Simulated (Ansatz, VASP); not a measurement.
CoO: VASP beside Ansatz

INCAR

```
SYSTEM = CoO
PREC = Accurate ; ENCUT = 520
EDIFF = 1E-6 ; ISMEAR = -1
SIGMA = 0.02 ; LREAL = .FALSE.
LASPH = .TRUE. ; NELM = 150
ALGO = Normal ; ISIF = 2
LWAVE = .FALSE. ; LCHARG = .TRUE.
ISPIN = 2 ; MAGMOM = 2 0
LORBIT = 11 ; LMAXMIX = 4
GGA = PE ; LELF = .TRUE.
LVHAR = .TRUE. ; NBANDS = 18
```

File KPOINTS:

```
Automatic mesh
0
G
  16 16 16
  0 0 0
```

The input POSCAR:

```
CoO
1.0
    0.0000000000      2.1315000000      2.1315000000
    2.1315000000      0.0000000000      2.1315000000
    2.1315000000      2.1315000000      0.0000000000
Co O
1 1
Direct
    0.0000000000      0.0000000000      0.0000000000
    0.5000000000      0.5000000000      0.5000000000
```

Input for Ansatz:

```yaml
crystal:
  lattice:
    - [0.0, 2.1315, 2.1315]
    - [2.1315, 0.0, 2.1315]
    - [2.1315, 2.1315, 0.0]
  atoms:
    - { symbol: Co, position: [0.0, 0.0, 0.0], spin: 2.0 }
    - { symbol: O, position: [0.5, 0.5, 0.5] }
magnetization:
  spin_polarized: true
hamiltonian:
  xc: pbe
kpoints:
  mp_grid: { grid: [16, 16, 16] }
scf:
  occupations: { method: fermi_dirac, width: 0.02 }
  convergence: { dr2_threshold: 1.0e-09 }
basis:
  ecutwfc: 600
output:
  stress: true
```

Alike in both runs: task single point; functional PBE; k mesh 16 × 16 × 16; occupations fermi-dirac, width 0.02 eV; collinear spin.

|  | VASP | Ansatz |
| --- | --- | --- |
| version | VASP 6.6.1 | Ansatz 0.2.0 |
| potentials or method | VASP PAW PBE potentials, release 64 (Co, O) | scalar-relativistic, plane waves, PAW |
| plane-wave cutoff (eV) | 520 | 600 |
| valence electrons in the cell | 15 | 23 |

|  | VASP | Ansatz | Ansatz less VASP |
| --- | --- | --- | --- |
| pressure (GPa) | -2.3 | -1.7 | +0.61 |
| net moment per atom (μB) | 1.47 | 1.49 | +0.014 |
| size of the moment on the site where the two differ most (μB) | 2.58 | 2.52 | -0.062 |

Site moments also hang on the region over which each program counts them. The two sets of potentials don't hold the same shells in valence. Ansatz warned: «stress_scf_threshold_loose».

Caveats: a cell with one magnetic atom can't hold antiferromagnetic order, which such compounds often take.
